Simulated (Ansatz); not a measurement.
The elements of this relaxed trial crystal are hidden behind letters.

```
lattice vectors (Å)
   0.0000    2.6592    2.6592
   2.6592    0.0000    2.6592
   2.6592    2.6592    0.0000
fractional positions
X 0.5000 0.5000 0.5000
Z 0.7500 0.7500 0.7500
Z 0.2500 0.2500 0.2500
```

These are results of Ansatz 0.2.0, DFT PBE, scalar-relativistic, plane waves, PAW, not measurements. The final run on the 3-atom cell used 420 eV, a Γ-centred 16×16×16 mesh, 0.10 eV smearing and no spin polarisation.

| Quantity | Value |
| --- | --- |
| Space group | Fm-3m (No. 225) |
| Conventional cell | a = 5.318 Å |
| Volume per atom | 12.54 Å³ |
| Density | 6.42 g/cm³ |
| Energy over the elements | −0.40 eV/atom |
| Gap on the 16×16×16 mesh of the 3-atom cell | 0 eV (a metal) |

Energies are uncorrected and count from the elements' standard states at the same level.

Question: X is a p-block element of period 3 and Z is a d-block element of period 4. Which elements are they?

Answer: X = Si, Z = Ni, so the formula is SiNi2, here in the fluorite type. Density times volume gives a mean mass of 6.42 × 12.54/1.6605 = 48.5 u per atom, and this set has 48.5 u. Around Si lie 8 Ni at 2.30 Å; Ni is surrounded by 4 Si at 2.30 Å and 6 Ni at 2.66 Å. Other sets within the hints have nearly the same mass, so mass alone doesn't settle it; this one was computed.

Trial moments died out on the coarse mesh, so the last step has no spin; another magnetic start might hold. Symmetry constrained the relaxation, so the result can be a saddle point. Another cell of SiNi2 relaxed alike, in P6_3/mmc (a cell as deposited in COD), lies 98 meV/atom lower, so this cell isn't the stable form at this level.
